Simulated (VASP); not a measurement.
A run of VASP 6.6.1 is set up as follows.

Contents of POSCAR:

```
SrCl2
1.0
    0.0000000000      3.4883500000      3.4883500000
    3.4883500000      0.0000000000      3.4883500000
    3.4883500000      3.4883500000      0.0000000000
Sr Cl
1 2
Direct
    0.0000000000      0.0000000000      0.0000000000
    0.7500000000      0.7500000000      0.7500000000
    0.2500000000      0.2500000000      0.2500000000
```

The input INCAR.step1:

```
ALGO = Normal ; EDIFF = 1E-5
ENCUT = 520 ; GGA = PE
ISIF = 2 ; ISMEAR = 0
KPAR = 4 ; LASPH = T
LCHARG = F ; LREAL = F
LWAVE = T ; NBANDS = 19
NELM = 100 ; PREC = Accurate
SIGMA = 0.02
```

File INCAR.step2:

```
ALGO = Normal ; EDIFF = 1E-6
ENCUT = 520 ; GGA = PE
HFSCREEN = 0.2 ; ISIF = 2
ISMEAR = 0 ; ISTART = 1
KPAR = 4 ; LASPH = T
LCHARG = F ; LHFCALC = T
LREAL = F ; LWAVE = F
NBANDS = 19 ; NELM = 100
PREC = Accurate ; PRECFOCK = Fast
SIGMA = 0.02
```

The input KPOINTS:

```
k-points
0
Gamma
  4 4 4
```

Contents of KPOINTS_OPT:

```
path GXWKGLUWLK,UX
8
line-mode
reciprocal
 0.0000000000  0.0000000000  0.0000000000  G
 0.5000000000  0.0000000000  0.5000000000  X

 0.5000000000  0.0000000000  0.5000000000  X
 0.5000000000  0.2500000000  0.7500000000  W

 0.5000000000  0.2500000000  0.7500000000  W
 0.3750000000  0.3750000000  0.7500000000  K

 0.3750000000  0.3750000000  0.7500000000  K
 0.0000000000  0.0000000000  0.0000000000  G

 0.0000000000  0.0000000000  0.0000000000  G
 0.5000000000  0.5000000000  0.5000000000  L

 0.5000000000  0.5000000000  0.5000000000  L
 0.6250000000  0.2500000000  0.6250000000  U

 0.6250000000  0.2500000000  0.6250000000  U
 0.5000000000  0.2500000000  0.7500000000  W

 0.5000000000  0.2500000000  0.7500000000  W
 0.5000000000  0.5000000000  0.5000000000  L

 0.5000000000  0.5000000000  0.5000000000  L
 0.3750000000  0.3750000000  0.7500000000  K

 0.6250000000  0.2500000000  0.6250000000  U
 0.5000000000  0.0000000000  0.5000000000  X
```

Potentials or basis: VASP PAW PBE potentials, release 64 (Sr_sv, Cl).

Launch:

```console
$ cat potpaw_PBE.64/Sr_sv/POTCAR potpaw_PBE.64/Cl/POTCAR > POTCAR
$ cp INCAR.step1 INCAR
$ mpirun -np 4 vasp_std > vasp.out
$ cp INCAR.step2 INCAR
$ mpirun -np 4 vasp_std > vasp.out
```

(1) Estimate the pressure.

(2) Predict the band gap along the path.

Results:

(1) 0.6 GPa.

(2) 6.64 eV, indirect (least direct gap 6.84 eV).

Caveat: the PAW data sets were made with another functional, which shifts forces and pressure a little.
